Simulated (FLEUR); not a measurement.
# SiC (Moissanite) (P6_3mc) in FLEUR: band structure with PBE

Aim: the band structure of SiC (Moissanite) with PBE.

Everything below comes from runs of FLEUR MaX-R8.1 (later development tree). Logs are shortened: lines on timing, memory, paths and dates and some standing lists are left out, and cuts for length are marked.

**1. The crystal as given**

The structure is hexagonal, space group P6_3mc (No. 186). Conventional cell: a = 3.076 Å, b = 3.076 Å, c = 5.048 Å, α = 90.00°, β = 90.00°, γ = 120.00°. Around Si (site symmetry 3m) lie 4 C at 1.87 to 1.94 Å. C (site symmetry 3m) is surrounded by 4 Si at 1.87 to 1.94 Å.

**2. Band structure, PBE**

File inp.xml:

```xml
<?xml version="1.0" encoding="UTF-8" standalone="no"?>
<fleurInput fleurInputVersion="0.39">
   <comment>
      SiC                                                                                                 
   </comment>
   <calculationSetup>
      <cutoffs Kmax="5.6" Gmax="17.4" GmaxXC="17.4" numbands="0"/>
      <scfLoop itmax="60" minDistance="0.00001" maxIterBroyd="15" imix="Anderson" alpha="0.05" precondParam="0.0" spinf="2.0" sdNocoIR="T"/>
      <coreElectrons ctail="T" frcor="F" kcrel="0" coretail_lmax="0"/>
      <xcFunctional name="pbe" relativisticCorrections="F"/>
      <magnetism jspins="1"/>
      <soc l_soc="F" theta="0.0" phi="0.0" spav="F"/>
      <expertModes spex="0" secvar="F"/>
      <geometryOptimization l_f="F" forcealpha="1.0" forcemix="BFGS" epsdisp="0.00001" epsforce="0.00001"/>
      <ldaU l_linMix="F" mixParam="0.05" spinf="1.0"/>
   </calculationSetup>
   <cell>
      <bzIntegration valenceElectrons="32.0" mode="hist" fermiSmearingEnergy="0.00183747">
         <kPointListSelection listName="default-1"/>
         <!-- k-points included here -->
         <xi:include xmlns:xi="http://www.w3.org/2001/XInclude" href="kpts.xml"> </xi:include>
      </bzIntegration>
      <!-- symmetry operations included here -->
      <xi:include xmlns:xi="http://www.w3.org/2001/XInclude" href="sym.xml"> </xi:include>
      <bulkLattice scale="1.0">
[... 31 lines left out ...]
         </electronConfig>
         <energyParameters s="2" p="2" d="3" f="4"/>
         <lo type="SCLO" l="0" n="2" eDeriv="2"/>
         <lo type="SCLO" l="1" n="2" eDeriv="2"/>
         <lo type="SCLO" l="2" n="3" eDeriv="2"/>
      </species>
   </atomSpecies>
   <atomGroups>
      <atomGroup species="Silicon (Si)">
         <relPos label="                   1">-1.000/3.000 1.000/3.000 1.000/2.000</relPos>
         <relPos label="                   2">1.000/3.000 -1.000/3.000 .0000000000</relPos>
         <force calculate="T" relaxXYZ="TTT"/>
      </atomGroup>
      <atomGroup species="Carbon (C)">
         <relPos label="                   3">-1.000/3.000 1.000/3.000 -.1150000000</relPos>
         <relPos label="                   4">1.000/3.000 -1.000/3.000 .3850000000</relPos>
         <force calculate="T" relaxXYZ="TTT"/>
      </atomGroup>
   </atomGroups>
   <output dos="F" band="F" slice="F">
      <checks vchk="F" cdinf="F"/>
      <bandDOS minEnergy="-.5*Htr" maxEnergy="0.5*Htr" sigma="0.015" storeEVData="T"/>
      <vacuumDOS vacdos="F" integ="F" star="F" nstars="0" locx1="0.0" locy1="0.0" locx2="0.0" locy2="0.0" nstm="0" tworkf="0.0"/>
      <unfoldingBand unfoldBand="F" supercellX="1" supercellY="1" supercellZ="1"/>
      <plotting iplot="0" polar="F">
         <plot TwoD="T" vec1="  1.0  0.0  0.0" vec2="  0.0  1.0  0.0" vec3="  0.0  0.0  1.0" zero="  0.0  0.0  0.0" file="plot"/>
      </plotting>
      <chargeDensitySlicing numkpt="0" minEigenval="0.0" maxEigenval="0.0" nnne="0" pallst="F"/>
      <specialOutput eonly="F"/>
      <moessbauerParams electricFieldGradient="T" isomerShift="T" coreHyperfine="T" valenceHyperfine="T"/>
      <magneticCircularDichroism mcd="F" energyLo="-10.0" energyUp="0.0"/>
   </output>
  <!-- We include the file relax.xml here to enable relaxations (see documentation) -->
  <xi:include xmlns:xi="http://www.w3.org/2001/XInclude" href="relax.xml"> <xi:fallback/> </xi:include>
</fleurInput>
```

File crystal.txt:

```
SiC
&input cartesian=F /
3.0760000000  0.0000000000  0.0000000000
-1.5380000000  2.6638941420  0.0000000000
0.0000000000  0.0000000000  5.0480000000
1.8897261246
1.0 1.0 1.0

4
14 0.6666666667  0.3333333333  0.5000000000
14 0.3333333333  0.6666666667  0.0000000000
6 0.6666666667  0.3333333333  0.8850000000
6 0.3333333333  0.6666666667  0.3850000000

&kpt div1=10 div2=10 div3=5 gamma=T /
```

File inp.xml (bands):

```
<?xml version="1.0" encoding="UTF-8" standalone="no"?>
<fleurInput fleurInputVersion="0.39">
   <comment>
      SiC                                                                                                 
   </comment>
   <calculationSetup>
      <cutoffs Kmax="5.6" Gmax="17.4" GmaxXC="17.4" numbands="0"/>
      <scfLoop itmax="60" minDistance="0.00001" maxIterBroyd="15" imix="Anderson" alpha="0.05" precondParam="0.0" spinf="2.0" sdNocoIR="T"/>
      <coreElectrons ctail="T" frcor="F" kcrel="0" coretail_lmax="0"/>
      <xcFunctional name="pbe" relativisticCorrections="F"/>
      <magnetism jspins="1"/>
      <soc l_soc="F" theta="0.0" phi="0.0" spav="F"/>
      <expertModes spex="0" secvar="F"/>
      <geometryOptimization l_f="F" forcealpha="1.0" forcemix="BFGS" epsdisp="0.00001" epsforce="0.00001"/>
      <ldaU l_linMix="F" mixParam="0.05" spinf="1.0"/>
   </calculationSetup>
   <cell>
      <bzIntegration valenceElectrons="32.0" mode="hist" fermiSmearingEnergy="0.00183747">
         <kPointListSelection listName="path-1"/>
         <!-- k-points included here -->
         <xi:include xmlns:xi="http://www.w3.org/2001/XInclude" href="kpts.xml"> </xi:include>
      </bzIntegration>
      <!-- symmetry operations included here -->
      <xi:include xmlns:xi="http://www.w3.org/2001/XInclude" href="sym.xml"> </xi:include>
      <bulkLattice scale="1.0">
[... 31 lines left out ...]
         </electronConfig>
         <energyParameters s="2" p="2" d="3" f="4"/>
         <lo type="SCLO" l="0" n="2" eDeriv="2"/>
         <lo type="SCLO" l="1" n="2" eDeriv="2"/>
         <lo type="SCLO" l="2" n="3" eDeriv="2"/>
      </species>
   </atomSpecies>
   <atomGroups>
      <atomGroup species="Silicon (Si)">
         <relPos label="                   1">-1.000/3.000 1.000/3.000 1.000/2.000</relPos>
         <relPos label="                   2">1.000/3.000 -1.000/3.000 .0000000000</relPos>
         <force calculate="T" relaxXYZ="TTT"/>
      </atomGroup>
      <atomGroup species="Carbon (C)">
         <relPos label="                   3">-1.000/3.000 1.000/3.000 -.1150000000</relPos>
         <relPos label="                   4">1.000/3.000 -1.000/3.000 .3850000000</relPos>
         <force calculate="T" relaxXYZ="TTT"/>
      </atomGroup>
   </atomGroups>
   <output dos="F" band="T" slice="F">
      <checks vchk="F" cdinf="F"/>
      <bandDOS minEnergy="-.5*Htr" maxEnergy="0.5*Htr" sigma="0.015" storeEVData="T"/>
      <vacuumDOS vacdos="F" integ="F" star="F" nstars="0" locx1="0.0" locy1="0.0" locx2="0.0" locy2="0.0" nstm="0" tworkf="0.0"/>
      <unfoldingBand unfoldBand="F" supercellX="1" supercellY="1" supercellZ="1"/>
      <plotting iplot="0" polar="F">
         <plot TwoD="T" vec1="  1.0  0.0  0.0" vec2="  0.0  1.0  0.0" vec3="  0.0  0.0  1.0" zero="  0.0  0.0  0.0" file="plot"/>
      </plotting>
      <chargeDensitySlicing numkpt="0" minEigenval="0.0" maxEigenval="0.0" nnne="0" pallst="F"/>
      <specialOutput eonly="F"/>
      <moessbauerParams electricFieldGradient="T" isomerShift="T" coreHyperfine="T" valenceHyperfine="T"/>
      <magneticCircularDichroism mcd="F" energyLo="-10.0" energyUp="0.0"/>
   </output>
  <!-- We include the file relax.xml here to enable relaxations (see documentation) -->
  <xi:include xmlns:xi="http://www.w3.org/2001/XInclude" href="relax.xml"> <xi:fallback/> </xi:include>
</fleurInput>
```

Potentials or basis: all-electron, FLAPW.

Launch:

```console
$ inpgen -f crystal.txt -profile fastHighL
$ # inp.xml edited to the form shown
$ fleur_MPI
$ fleur_MPI   # second run, on inp.xml (bands)
```

Standard output:

```text
Welcome to FLEUR        (www.flapw.de)
      MaX-Release 8.1          (www.max-centre.eu)

 ========== k-point set info ==========
 Selected k-point list: default-1
 k-point list type: mesh
 10 x 10 x 5
 Number of k points: 42

 ------------Calculation Setup---------------------------
 Number of MPI-tasks      :            1
 Number of PE/node        :            1
 Number of OMP-threads    :            1
 Most efficient MPI parallelization for:
           1           2           3           6           7          14          21          42
 Additional eigenvalue parallelization possible
 Number of basis functions:          955
 Approximate size of matrices (H+S) per k-point:         0.027 GB
 --------------------------------------------------------
Nuclear radius smaller than smallest radial mesh point for atom type 2 -- skipping its core isomer shift
Nuclear radius smaller than smallest radial mesh point for atom type 2 -- skipping its isomer shift
 Iteration:     1   Distance:      24.29660784 me/bohr^3
Nuclear radius smaller than smallest radial mesh point for atom type 2 -- skipping its core isomer shift
Nuclear radius smaller than smallest radial mesh point for atom type 2 -- skipping its isomer shift
 Iteration:     2   Distance:      21.67460272 me/bohr^3
Nuclear radius smaller than smallest radial mesh point for atom type 2 -- skipping its core isomer shift
Nuclear radius smaller than smallest radial mesh point for atom type 2 -- skipping its isomer shift
 Iteration:     3   Distance:       8.10071698 me/bohr^3
Nuclear radius smaller than smallest radial mesh point for atom type 2 -- skipping its core isomer shift
Nuclear radius smaller than smallest radial mesh point for atom type 2 -- skipping its isomer shift
 Iteration:     4   Distance:       4.78830307 me/bohr^3
Nuclear radius smaller than smallest radial mesh point for atom type 2 -- skipping its core isomer shift
Nuclear radius smaller than smallest radial mesh point for atom type 2 -- skipping its isomer shift
 Iteration:     5   Distance:       0.99524591 me/bohr^3
Nuclear radius smaller than smallest radial mesh point for atom type 2 -- skipping its core isomer shift
Nuclear radius smaller than smallest radial mesh point for atom type 2 -- skipping its isomer shift
 Iteration:     6   Distance:       0.19015183 me/bohr^3
Nuclear radius smaller than smallest radial mesh point for atom type 2 -- skipping its core isomer shift
Nuclear radius smaller than smallest radial mesh point for atom type 2 -- skipping its isomer shift
 Iteration:     7   Distance:       0.15676597 me/bohr^3
Nuclear radius smaller than smallest radial mesh point for atom type 2 -- skipping its core isomer shift
Nuclear radius smaller than smallest radial mesh point for atom type 2 -- skipping its isomer shift
 Iteration:     8   Distance:       0.03454257 me/bohr^3
Nuclear radius smaller than smallest radial mesh point for atom type 2 -- skipping its core isomer shift
Nuclear radius smaller than smallest radial mesh point for atom type 2 -- skipping its isomer shift
 Iteration:     9   Distance:       0.01126552 me/bohr^3
Nuclear radius smaller than smallest radial mesh point for atom type 2 -- skipping its core isomer shift
Nuclear radius smaller than smallest radial mesh point for atom type 2 -- skipping its isomer shift
 Iteration:    10   Distance:       0.00340660 me/bohr^3
Nuclear radius smaller than smallest radial mesh point for atom type 2 -- skipping its core isomer shift
Nuclear radius smaller than smallest radial mesh point for atom type 2 -- skipping its isomer shift
 Iteration:    11   Distance:       0.00427054 me/bohr^3
Nuclear radius smaller than smallest radial mesh point for atom type 2 -- skipping its core isomer shift
Nuclear radius smaller than smallest radial mesh point for atom type 2 -- skipping its isomer shift
 Iteration:    12   Distance:       0.00012560 me/bohr^3
Nuclear radius smaller than smallest radial mesh point for atom type 2 -- skipping its core isomer shift
Nuclear radius smaller than smallest radial mesh point for atom type 2 -- skipping its isomer shift
 Iteration:    13   Distance:       0.00002851 me/bohr^3
Nuclear radius smaller than smallest radial mesh point for atom type 2 -- skipping its core isomer shift
Nuclear radius smaller than smallest radial mesh point for atom type 2 -- skipping its isomer shift
 Iteration:    14   Distance:       0.00002421 me/bohr^3
Nuclear radius smaller than smallest radial mesh point for atom type 2 -- skipping its core isomer shift
Nuclear radius smaller than smallest radial mesh point for atom type 2 -- skipping its isomer shift
 Iteration:    15   Distance:       0.00000922 me/bohr^3

 ********************************************************************
 Run finished successfully
 Stop message:
   all done
 ********************************************************************
```

Run time: 9.1 min. Hardware: 1 thread of Arm Neoverse V1, shared host; peak memory 0.1 GiB.

What came out:

* Free energy: -17859.0285 eV
* Band gap on the k mesh: 2.48 eV, indirect (least direct gap 4.08 eV)
* Band gap along the path: 2.32 eV, indirect (least direct gap 4.08 eV)
* Valence electrons inside the program's atomic spheres: Si 9.23; C 2.62 (radii Si 1.75, C 1.52 bohr)

Levels at the corners of the path, in eV from the valence-band top:
| point | band 13 | band 14 | band 15 | band 16 | band 17 | band 18 | band 19 | band 20 |
| --- | --- | --- | --- | --- | --- | --- | --- | --- |
| Γ | -1.56 | -0.28 | -0.28 | 0.00 | 4.62 | 6.02 | 6.50 | 6.50 |
| M | -5.43 | -3.55 | -3.26 | -1.49 | 2.59 | 4.20 | 6.74 | 7.20 |
| K | -6.51 | -4.12 | -4.04 | -4.04 | 2.32 | 7.97 | 8.64 | 8.64 |
| Γ | -1.56 | -0.28 | -0.28 | 0.00 | 4.62 | 6.02 | 6.50 | 6.50 |
| A | -0.97 | -0.97 | -0.97 | -0.97 | 5.71 | 5.71 | 7.17 | 7.17 |
| L | -2.69 | -2.69 | -2.34 | -2.34 | 3.16 | 3.16 | 5.00 | 5.00 |
| H | -5.86 | -5.86 | -1.75 | -1.75 | 4.81 | 4.81 | 5.97 | 5.97 |
| A | -0.97 | -0.97 | -0.97 | -0.97 | 5.71 | 5.71 | 7.17 | 7.17 |
| L | -2.69 | -2.69 | -2.34 | -2.34 | 3.16 | 3.16 | 5.00 | 5.00 |
| M | -5.43 | -3.55 | -3.26 | -1.49 | 2.59 | 4.20 | 6.74 | 7.20 |
| K | -6.51 | -4.12 | -4.04 | -4.04 | 2.32 | 7.97 | 8.64 | 8.64 |
| H | -5.86 | -5.86 | -1.75 | -1.75 | 4.81 | 4.81 | 5.97 | 5.97 |

Core levels (eV from the Fermi level):
| atom | levels |
| --- | --- |
| 1 Si | 1s1/2 -1779.7 |
| 2 Si | 1s1/2 -1779.7 |
| 3 C | 1s1/2 -263.8 |
| 4 C | 1s1/2 -263.8 |

Caveat: the mesh misses the band edges, which the band path finds closer together.
